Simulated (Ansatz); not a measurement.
## How far is PAW off for InSb?

```
CELL_PARAMETERS angstrom
0.00000 3.07518 3.07518
3.07518 0.00000 3.07518
3.07518 3.07518 0.00000
ATOMIC_POSITIONS crystal
In 0.00813 0.00813 0.99187
Sb 0.50000 0.50000 0.50000
```

Atom numbers follow the list: In1, Sb2.

The structure comes from a relaxation in the same program, started in the rocksalt type. Whether it is a known phase or the ground state wasn't checked. The listed cell was then made from it by scaling, straining or moving an atom.

No spin–orbit coupling, which matters for the heavy atoms here.

Levels of theory: DFT, PBE, PAW with Ansatz's default frozen-core files, scalar-relativistic (Ansatz 0.2.0); DFT, PBE, all-electron LAPW, scalar-relativistic (Ansatz 0.2.0).

For PAW: a Γ-centred 12×12×12 k mesh, Fermi–Dirac smearing of 0.08 eV, cutoff 420 eV, no spin polarisation. LAPW targets a basis error of 0.25 meV/atom. The Ansatz runs share mesh, smearing and spin set-up. Plane-wave (PAW) pressures include the program's estimate of the Pulay term.

Stress and pressure are positive in compression.

The change that made this cell: atom 1 (In) moved by (0.0000, 0.0000, 0.0500) Å.

PAW results:

```csv
quantity,PAW
pressure (GPa),0.03
stress xx (GPa),-0.03
stress zz (GPa),0.14
"force on In1, z (eV/Å)",-0.102
"force on Sb2, z (eV/Å)",0.102
```

What does all-electron LAPW give for the same quantities?


```tsv
quantity	LAPW
pressure (GPa)	0.03
stress xx (GPa)	-0.02
stress zz (GPa)	0.15
force on In1, z (eV/Å)	-0.102
force on Sb2, z (eV/Å)	0.102
```
